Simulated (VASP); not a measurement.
# Settings for C: energy and pressure at two fixed cells

C, R-3m (no. 166), 2 atoms in the cell. LDA (PW92); PAW potentials C (LDA set). VASP 6.6.1.

Wanted: energy difference within 1 meV/atom; pressure within 0.1 GPa; forces within 0.005 eV/Å; gap on the mesh within 0.01 eV.

Second cell: the given cell, volume scaled by 1.03.

The series start from ENCUT (eV): 520; k mesh: 8 x 8 x 8; PREC and ADDGRID: Accurate; LASPH: yes; EDIFF (eV): 1e-7; ALGO and mixing: Normal; LREAL: no; GGA_COMPAT: no. Each series keeps the choices made before it, and each single choice may use up half of a tolerance. Times cover all steps of a run.

## ENCUT (eV)

| ENCUT (eV) | Energy difference (meV/atom) | Pressure (GPa) | Forces, largest deviation (eV/Å) | Gap on the mesh (eV) | Time (s) |
|---|---|---|---|---|---|
| 300 | -5.5 | -34.18 | 0.0782 | 3.560 | 1.8 |
| 350 | -3.5 | -21.96 | 0.0256 | 3.612 | 1.9 |
| 400 | -4.2 | -15.27 | 0.0059 | 3.586 | 2.3 |
| 450 | -5.1 | -11.93 | 0.0037 | 3.609 | 2.9 |
| 520 | -5.1 | -11.42 | 0.0041 | 3.607 | 3.3 |
| 600 | -4.8 | -12.15 | 0.0051 | 3.608 | 3.4 |
| 700 | -4.3 | -12.36 | 0.0028 | 3.610 | 3.9 |
| 800 | -4.3 | -12.08 | 0.0004 | 3.609 | 3.6 |
| 900 | -4.4 | -11.83 | 0.0003 | 3.610 | 6.2 |
| 1000 | -4.3 | -11.78 | 0.0003 | 3.610 | 6.3 |
| 1200 (reference) | -4.3 | -11.85 | 0.0000 | 3.610 | 7.1 |

Chosen: 1200; the next looser run is off by more than half of the tolerance, so convergence isn't shown beyond this value.

## k mesh

| k mesh | Energy difference (meV/atom) | Pressure (GPa) | Forces, largest deviation (eV/Å) | Gap on the mesh (eV) | Time (s) |
|---|---|---|---|---|---|
| 4 x 4 x 4 | -6.4 | -10.78 | 0.0479 | 3.901 | 3.2 |
| 6 x 6 x 6 | -4.5 | -11.79 | 0.0050 | 3.632 | 4.6 |
| 8 x 8 x 8 | -4.3 | -11.85 | 0.0005 | 3.610 | 7.1 |
| 11 x 11 x 11 | -4.3 | -11.85 | 0.0000 | 3.607 | 14 |
| 14 x 14 x 14 (reference) | -4.3 | -11.85 | 0.0000 | 3.609 | 29 |

Chosen: 8 x 8 x 8, the loosest value from which every tighter one stays within half of the tolerance.

## PREC and ADDGRID

| PREC and ADDGRID | Energy difference (meV/atom) | Pressure (GPa) | Forces, largest deviation (eV/Å) | Gap on the mesh (eV) | Time (s) |
|---|---|---|---|---|---|
| Low | -4.3 | -11.85 | 0.0001 | 3.610 | 4.2 |
| Normal | -4.3 | -11.85 | 0.0000 | 3.610 | 4.4 |
| Accurate | -4.3 | -11.85 | 0.0000 | 3.610 | 7.1 |
| Accurate, ADDGRID (reference) | -4.3 | -11.85 | 0.0000 | 3.610 | 10 |

Chosen: Low.

## LASPH

| LASPH | Energy difference (meV/atom) | Pressure (GPa) | Forces, largest deviation (eV/Å) | Gap on the mesh (eV) | Time (s) |
|---|---|---|---|---|---|
| no | -4.3 | -11.85 | 0.0000 | 3.610 | 4.0 |
| yes (reference) | -4.3 | -11.85 | 0.0000 | 3.610 | 4.2 |

Chosen: no.

## EDIFF (eV)

| EDIFF (eV) | Energy difference (meV/atom) | Pressure (GPa) | Forces, largest deviation (eV/Å) | Gap on the mesh (eV) | Time (s) |
|---|---|---|---|---|---|
| 0.0001 | -4.3 | -11.79 | 0.0003 | 3.610 | 3.5 |
| 1e-5 | -4.3 | -11.87 | 0.0001 | 3.610 | 3.6 |
| 1e-6 | -4.3 | -11.85 | 0.0000 | 3.610 | 4.0 |
| 1e-7 | -4.3 | -11.85 | 0.0000 | 3.610 | 4.0 |
| 1e-8 (reference) | -4.3 | -11.85 | 0.0000 | 3.610 | 4.4 |

Chosen: 1e-5.

## ALGO and mixing

| ALGO and mixing | Energy difference (meV/atom) | Pressure (GPa) | Forces, largest deviation (eV/Å) | Gap on the mesh (eV) | Time (s) |
|---|---|---|---|---|---|
| Normal | -4.3 | -11.87 | 0.0000 | 3.610 | 3.6 |
| Fast | -4.3 | -11.86 | 0.0001 | 3.610 | 4.3 |
| All | -4.3 | -11.85 | 0.0001 | 3.610 | 4.0 |
| Damped, TIME 0.4 | -4.3 | -11.91 | 0.0001 | 3.610 | 5.2 |

Chosen: Normal; no other choice that stays within half of the tolerance saves 30 % of the time.

## LREAL

| LREAL | Energy difference (meV/atom) | Pressure (GPa) | Forces, largest deviation (eV/Å) | Gap on the mesh (eV) | Time (s) |
|---|---|---|---|---|---|
| no | -4.3 | -11.87 | 0.0000 | 3.610 | 3.6 |
| Auto | -4.2 | -14.96 | 0.0403 | 3.606 | 4.7 |

Chosen: no.

## GGA_COMPAT

| GGA_COMPAT | Energy difference (meV/atom) | Pressure (GPa) | Forces, largest deviation (eV/Å) | Gap on the mesh (eV) | Time (s) |
|---|---|---|---|---|---|
| no | -4.3 | -11.87 | 0.0000 | 3.610 | 3.6 |
| yes | -4.3 | -11.87 | 0.0000 | 3.610 | 3.7 |

Chosen: no.

## All choices together

| Input | Energy difference (meV/atom) | Pressure (GPa) | Forces, largest deviation (eV/Å) | Gap on the mesh (eV) | Time (s) |
|---|---|---|---|---|---|
| program defaults, coarse mesh (naive) | -5.2 | -15.17 | 0.0093 | 3.609 | 1.4 |
| chosen settings | -4.3 | -11.87 | 0.0007 | 3.610 | 3.6 |
| reference settings throughout | -4.3 | -11.85 | 0.0000 | 3.609 | 30 |

The chosen settings stay within the tolerance of the reference run, but the reference itself isn't shown to be converged in: ENCUT (eV).

Values of the reference run: Forces: 1.15, 1.15, 1.15, -1.15, -1.15, -1.15 eV/Å.

## The input

INCAR:
```
SYSTEM = C
PREC = Low
ENCUT = 1200
EDIFF = 1E-5
ISMEAR = 0
SIGMA = 0.02
LREAL = .FALSE.
LASPH = .FALSE.
GGA_COMPAT = .FALSE.
ALGO = Normal
NELM = 150
ISIF = 2
LWAVE = .FALSE.
LCHARG = .FALSE.
GGA = PW92
NBANDS = 11
KPAR = 2
```

KPOINTS:
```
Automatic mesh
0
Gamma
  8 8 8
  0 0 0
```

POSCAR.step1:
```
C
1.0
    0.0000000000      1.8010282771      1.8010282771
    1.8010282771      0.0000000000      1.8010282771
    1.8010282771      1.8010282771      0.0000000000
C
2
Direct
    0.7500000000      0.7500000000      0.7500000000
    0.5000000000      0.5000000000      0.5000000000
```

POSCAR.step2:
```
C
1.0
    0.0000000000      1.7833700000      1.7833700000
    1.7833700000      0.0000000000      1.7833700000
    1.7833700000      1.7833700000      0.0000000000
C
2
Direct
    0.7500000000      0.7500000000      0.7500000000
    0.5080935300      0.5080935300      0.5080935300
```

Commands (each step's output is kept before the next begins):
```
cat potpaw_LDA.64/C/POTCAR > POTCAR
cp POSCAR.step1 POSCAR
mpirun -np 2 vasp_std > vasp.out
rm WAVECAR CHG
cp POSCAR.step2 POSCAR
mpirun -np 2 vasp_std > vasp.out
```

Limits: One atom is displaced by 0.05 Å on purpose; pressure, forces and gap belong to that cell (POSCAR.step2), and the energy difference is that of POSCAR.step1 less this one, displacement or strain included.

The chosen input took VASP 6.6.1 3.6 s on 2 cores (Intel Xeon 6975P-C (Granite Rapids)), a shared host.

## An input that fails: cutoff far too low

It runs to its end, but against the unchanged starting input it is off by 43.4 meV/atom in the energy difference, 153.41 GPa in the pressure, 0.5041 eV/Å in the forces, 0.269 eV in the gap on the mesh.

Changes against the starting input:
```
(all steps)
- ENCUT = 520
+ ENCUT = 150
```
